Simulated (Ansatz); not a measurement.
**HfO2 under changes of volume**

One of the cells (11.152 Å³/atom); the others are scaled copies at fixed shape and fractional positions:

```xyz
3
Lattice="0.0000 2.5575 2.5575 2.5575 0.0000 2.5575 2.5575 2.5575 0.0000" Properties=species:S:1:pos:R:3 pbc="T T T"
Hf    0.0000    0.0000    0.0000
O     3.8363    3.8363    3.8363
O     1.2788    1.2788    1.2788
```

Measurements of this composition are mostly on another form, of space group No. 14.

- Program: Ansatz 0.2.0
- Functional: BLYP
- Dispersion: D4
- Potentials or basis: Ansatz PAW
- Cutoff: 420 eV (not typed: the program's choice for these potentials)
- k mesh: 9 × 9 × 9
- Occupations: fermi-dirac, width 0.05 eV
- Spin: no spin polarisation

| volume (Å³/atom) | energy over the lowest point (meV/atom) | pressure (GPa) | gap on the mesh (eV) |
| --- | --- | --- | --- |
| 10.483 | ? | ? | ? |
| 10.706 | 8.09 | 8.3 | 3.99 |
| 10.929 | 0.42 | 2.8 | 3.94 |
| 11.152 | 0.00 | -2.2 | 3.89 |
| 11.375 | 6.13 | -6.6 | 3.84 |
| 11.598 | 18.25 | -10.6 | 3.78 |
| 11.821 | 35.71 | -14.3 | 3.72 |

What does the run at 10.483 Å³/atom give?

Energy over the lowest point 23.72 meV/atom; pressure 14.4 GPa; gap on the mesh 4.04 eV.

Worked out: A Birch-Murnaghan fit of order 3 (a polynomial in V^(-2/3)) to the other rows has its minimum at 11.05 Å³/atom with B0 = V·E''(V) = 244 GPa and B' = 3.9. It gives 23.79 meV/atom at 10.483 Å³/atom, against the run's 23.72, and -dE/dV = 14.4 GPa, against 14.4. A straight line through the other rows of the gap, of slope -2.71 eV per unit of ln V, extrapolates to 4.05 eV, against the run's 4.04.

Energies are extrapolated to zero smearing.

Caveats: odd divisions of the mesh miss points on the zone boundary, where band edges often lie, so the gap on the mesh can be too wide; spin-orbit coupling is left out, which moves the levels of the heavy elements; the PAW data sets come from PBE, with cores solved anew for the run's functional, which leaves a small shift of forces and pressure.

A mesh can miss the band edges.
